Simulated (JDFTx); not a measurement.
The system is LiCl.

```
CELL_PARAMETERS angstrom
0.00000 2.56477 2.56477
2.56477 0.00000 2.56477
2.56477 2.56477 0.00000
ATOMIC_POSITIONS crystal
Cl 0.50000 0.50000 0.50000
Li 0.00000 0.00000 0.00000
```

| Quantity | Value |
| --- | --- |
| Program | JDFTx 1.7.0 (patched build) |
| Task | single point |
| Functional | PBE |
| Potentials or basis | PseudoDojo-SR-PBE-0.5-standard |
| Cutoff | 1007 eV |
| Density cutoff | 4027 eV |
| k mesh | 9 × 9 × 9 |
| Occupations | fermi-dirac, width 0.05 eV |
| Spin | no spin polarisation |

On this cell: pressure 0.4 GPa; largest force zero by symmetry; band gap on the k mesh 6.33 eV, direct.

The same run follows on a disturbed copy (atoms moved at random, drawn with an rms of 0.05 Å):

```
Cl Li
1.0
     0.00000    2.56477    2.56477
     2.56477    0.00000    2.56477
     2.56477    2.56477    0.00000
Cl Li
1 1
Direct
  0.49436 0.52009 0.48159
  0.00738 0.97728 0.00359
```

**Question.** What changes?

**Answer.** The energy moves by +2.8 meV/atom; pressure 0.6 GPa; largest force 0.088 eV/Å; band gap on the k mesh 6.31 eV, direct.

Forces in eV/Å, atoms in the order of the input:
```
Cl  -0.034  0.062 -0.051
Li   0.034 -0.062  0.051
```

Stress tensor (GPa, compression positive):
```
 0.46  0.01 -0.01
 0.01  0.68  0.01
-0.01  0.01  0.59
```

Caveats: the empty levels aren't tightly converged; an odd mesh through Γ misses points on the zone boundary, where band edges often lie; forces may be off by hundredths of an eV/Å (some runs).
